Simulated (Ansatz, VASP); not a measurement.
**AlN in VASP and in Ansatz**

File INCAR:

```
SYSTEM = AlN
  PREC = Accurate
  ENCUT = 520
  EDIFF = 1E-7
  ISMEAR = 0
  SIGMA = 0.05
  LREAL = .FALSE.
  LASPH = .TRUE.
  NELM = 80
  ALGO = Normal
  ISIF = 2
  LWAVE = .FALSE.
  LCHARG = .TRUE.
  LELF = .TRUE.
  LVHAR = .TRUE.
  NBANDS = 16
```

File KPOINTS:

```
Automatic mesh
0
G
  9 9 6
  0 0 0
```

POSCAR

```
AlN
1.0
    3.0887424016      0.0000000000      0.0000000000
   -1.5443712008      2.6749293856      0.0000000000
    0.0000000000      0.0000000000      4.9437688231
Al N
2 2
Direct
    0.3151354007      0.6859568955      0.0015212672
    0.6848645993      0.3140431045      0.5015212672
    0.3495719354      0.6494533735      0.3834787328
    0.6504280646      0.3505466265      0.8834787328
```

Input for Ansatz:

```yaml
crystal:
  lattice:
    - [3.0887424016, 0.0, 0.0]
    - [-1.5443712008, 2.6749293856, 0.0]
    - [0.0, 0.0, 4.9437688231]
  atoms:
    - { symbol: Al, position: [0.3151354007, 0.6859568955, 0.0015212672] }
    - { symbol: Al, position: [0.6848645993, 0.3140431045, 0.5015212672] }
    - { symbol: "N", position: [0.3495719354, 0.6494533735, 0.3834787328] }
    - { symbol: "N", position: [0.6504280646, 0.3505466265, 0.8834787328] }
basis:
  ecutwfc: 520.0
kpoints:
  mp_grid: { grid: [9, 9, 6] }
hamiltonian:
  xc: lda
scf:
  occupations: { method: gaussian, width: 0.05 }
output:
  forces: true
  stress: true
  eigenvalues: true
```

Change from the starting cell: mode 4 frozen in at -0.086 Å and mode 5 at +0.052 Å (largest displacements).

Alike in both runs: task single point; functional LDA; k mesh 9 × 9 × 6; occupations gaussian, width 0.05 eV; no spin polarisation.

|  | VASP | Ansatz |
| --- | --- | --- |
| version | VASP 6.6.1 | Ansatz 0.2.0 |
| potentials or method | VASP PAW LDA potentials, release 64 (Al, N) | scalar-relativistic, plane waves, PAW |
| plane-wave cutoff (eV) | 520 | 520 |
| valence electrons in the cell | 16 | 16 |

|  | VASP | Ansatz | Ansatz less VASP |
| --- | --- | --- | --- |
| gap on the k mesh at the Fermi level (eV) | 4.30 | 4.30 | -0.005 |
| least direct gap on the mesh (eV) | 4.30 | 4.30 | -0.005 |
| pressure (GPa) | 0.3 | -0.3 | -0.62 |
| largest component of the traceless stress (GPa) | 0.22 | 0.26 | +0.047 |
| rms of the force components (eV/Å) | 0.247 | 0.247 | +0.0002 |

Atom by atom the forces differ by 0.002 eV/Å (rms over components).

Caveats: an odd mesh through Γ misses points on the zone boundary, where band edges often lie.
